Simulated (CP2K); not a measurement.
The system is CuAu.

```
Au Cu
1.0
     2.81075    0.00000    0.00000
     0.00000    2.81075    0.00000
     0.00000    0.00000    3.68500
Au Cu
1 1
Direct
  0.00000 0.00000 0.00000
  0.50000 0.50000 0.50000
```

Program: CP2K 2026.2. Alike in all runs: no spin polarisation; cell as given; k mesh 9 × 9 × 7.

Question: Order these runs on this cell by their pressure, lowest first.
A. level PBEsol; potentials or basis POTENTIAL_UZH Au GTH-PBE-q11, Cu GTH-PBE-q11; TZVP-MOLOPT-PBE-GTH basis; smearing fermi-dirac 0.1 eV; EPS_DEFAULT 1.0E-9; NGRIDS 5; points a segment of the path (NPOINTS) 8; bands added on the path 6
B. level LDA; potentials or basis GTH_POTENTIALS Au GTH-PADE-q11, Cu GTH-PADE-q11; TZVP-MOLOPT-PBE-GTH basis; smearing fermi-dirac 0.05 eV; EPS_DEFAULT 1.0E-10; NGRIDS 4; points a segment of the path (NPOINTS) 10; bands added on the path 4
C. level PBE; potentials or basis POTENTIAL_UZH Au GTH-PBE-q11, Cu GTH-PBE-q11; TZVP-MOLOPT-PBE-GTH basis; smearing fermi-dirac 0.05 eV; EPS_DEFAULT 1.0E-10; NGRIDS 5

Answer: B (-5.3 GPa), A (0.8 GPa), C (8.3 GPa).

Caveats: the basis of atomic orbitals isn't converged, which shifts pressures, moduli and gaps; the potentials were made for another functional, which shifts forces and pressure (some runs).

Not every run made on this cell is shown here.
